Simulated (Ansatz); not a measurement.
The system is PbS (Galena).

```
Pb S
1.0
     0.00000    2.96575    2.96575
     2.96575    0.00000    2.96575
     2.96575    2.96575    0.00000
Pb S
1 1
Direct
  0.00000 0.00000 0.00000
  0.50000 0.50000 0.50000
```

Base run:

* Program: Ansatz 0.2.0
* Functional: revPBE
* Potentials or basis: Ansatz PAW
* Cutoff: 420 eV (not typed: the program's choice for these potentials)
* k mesh: 8 × 8 × 8
* Occupations: fermi-dirac, width 0.05 eV
* Spin: no spin polarisation

Its results: band gap on the k mesh 0.43 eV, direct; pressure 3.6 GPa.

**Question.** The run is repeated on the same cell with these changes: functional from revPBE to RPBE. What comes out?

**Answer.** Band gap on the k mesh 0.45 eV, direct; pressure 4.2 GPa.

Caveats: spin-orbit coupling is left out, which as a rule narrows the gap of such compounds by several tenths of an eV; the PAW data sets come from PBE, with cores solved anew for the run's functional, which leaves a small shift of forces and pressure.
